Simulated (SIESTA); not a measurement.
HfO2:

```
Hf O
1.0
     0.00000    2.55750    2.55750
     2.55750    0.00000    2.55750
     2.55750    2.55750    0.00000
Hf O
1 2
Direct
  0.00000 0.00000 0.00000
  0.75000 0.75000 0.75000
  0.25000 0.25000 0.25000
```

Measurements of this composition are mostly on another form, of space group No. 14.

Base run:

* Program: SIESTA 5.4.2
* Functional: PBE
* Potentials or basis: PseudoDojo 0.4 standard (PBE files)
* Basis: DZP (energy shift 0.002 Ry)
* Grid cutoff: 800 Ry
* Energy shift: 0.002 Ry
* k mesh: 9 × 9 × 9
* Occupations: fermi-dirac, width 0.05 eV
* Spin: no spin polarisation

Its results: band gap on the k mesh 3.66 eV, indirect (least direct gap 3.82 eV); pressure -1.0 GPa.

Problem. The run is repeated on the same cell with these changes: basis from DZP (energy shift 0.002 Ry) to TZDP (energy shift 0.002 Ry). What comes out?

Solution. Band gap on the k mesh 3.78 eV, indirect (least direct gap 3.89 eV); pressure -2.0 GPa.

Caveats: semicore shells carry a single zeta, which can move pressures by several GPa and volumes by a few percent; spin-orbit coupling is left out, which moves the levels of the heavy elements; the basis of atomic orbitals isn't converged, which shifts pressures, moduli and gaps; an odd mesh through Γ misses points on the zone boundary, where band edges often lie (some runs); the mesh misses the band edges, which the band path finds closer together (some runs).

Not every run made on this cell is shown here.
